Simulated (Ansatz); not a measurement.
# Ni: changing the fixed moment of the cell

Symmetry: Fm-3m, No. 225, cubic system. Conventional cell: a = 3.475 Å, b = 3.475 Å, c = 3.475 Å, α = 90.00°, β = 90.00°, γ = 90.00°. Around Ni (site symmetry m-3m) lie 12 Ni at 2.46 Å.

Kept alike: task single point; functional PBEsol; k mesh 11 × 11 × 11; occupations fermi-dirac, width 0.05 eV. Program: Ansatz, Ansatz PAW, cutoff 420 eV. The mesh is that of the run's cell of 1 atom. No spin-orbit coupling.

| run | pressure (GPa) | largest site moment (μB) | free energy over the lowest row (meV/atom) |
| --- | --- | --- | --- |
| A | 4.57 | 1.18 | 241.68 |
| B | -2.91 | 0.53 | 0.00 |
| C | -3.34 | 0.21 | 36.26 |
| D | 10.67 | 1.42 | 600.21 |
| E | -3.41 | 0.00 | 43.67 |
| F | 1.35 | 1.01 | 87.12 |
| G | -0.77 | 0.83 | 18.19 |
| H | 27.62 | 1.81 | 1742.33 |

Pressure is positive in compression, with a Pulay correction for the finite cutoff. For a metal such a mesh leaves the last digits unconverged. The runs hold the magnetic state that their start led to, which needn't be the lowest. Site moments count inside each atom's sphere or projector. All rows use potentials made for PBE.

Problem. The runs differ in the fixed moment of the cell alone: 0; 0.2; 0.5; 0.8; 1; 1.2; 1.5; 2 μB. Which run is which?

Solution. Run A is 1.2 μB; run B is 0.5 μB; run C is 0.2 μB; run D is 1.5 μB; run E is 0 μB; run F is 1 μB; run G is 0.8 μB; run H is 2 μB. The pressure rises from -3.41 to 27.62 GPa between 0 and 2 μB. The largest site moment rises from 0.00 to 1.81 μB between 0 and 2 μB. The free energy is lowest at 0.5, and 1742.33 meV an atom higher at 2.
